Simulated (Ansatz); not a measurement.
# Harmonic thermodynamics of LiCl

Method: DFT PBE, scalar-relativistic, plane waves, PAW in Ansatz. Cutoff 420 eV, 4×4×6 k-points (Γ-centred), fixed occupations. No spin polarisation. Phonons by linear response, acoustic sum rule imposed.

Equilibrium structure at this level:
```xyz
8
Lattice="6.7915 0.0000 0.0000 0.0000 6.7915 0.0000 0.0000 0.0000 3.6029" Properties=species:S:1:pos:R:3 pbc="T T T"
Li    4.4992    4.4992    1.8014
Li    1.1035    5.6880    0.9007
Li    2.2923    2.2923    0.0000
Li    5.6880    1.1035    2.7021
Cl    5.6353    5.6353    0.0000
Cl    2.2395    4.5520    2.7021
Cl    1.1562    1.1562    1.8014
Cl    4.5520    2.2395    0.9007
```

It was reached by relaxing an invented guess, and it needn't be the stable form of this composition. The q mesh is coarse, so values between its points are rough. Modes under 40 cm⁻¹ are poorly fixed.

Force constants from linear response on a 1×1×2 q mesh, interpolated to a fine mesh.

(1) How much zero-point energy does an atom carry?

(2) How large are the vibrational entropy and heat capacity at 300 K?

(3) Tabulate them against temperature.

Results:

(1) 38.0 meV.

(2) S = 3.68 k_B and C_V = 2.73 k_B per atom, 91 % of the Dulong–Petit value.

(3)
```
T (K)  F_vib (meV/atom)  S (k_B/atom)  C_V (k_B/atom)
  100              34.1          1.19            1.62
  200              17.3          2.63            2.45
  300             -10.1          3.68            2.73
  400             -45.4          4.48            2.84
  500             -86.9          5.12            2.89
  600            -133.4          5.65            2.93
  700            -184.1          6.11            2.95
  800            -238.5          6.50            2.96
  900            -296.0          6.85            2.97
 1000            -356.4          7.16            2.97
```
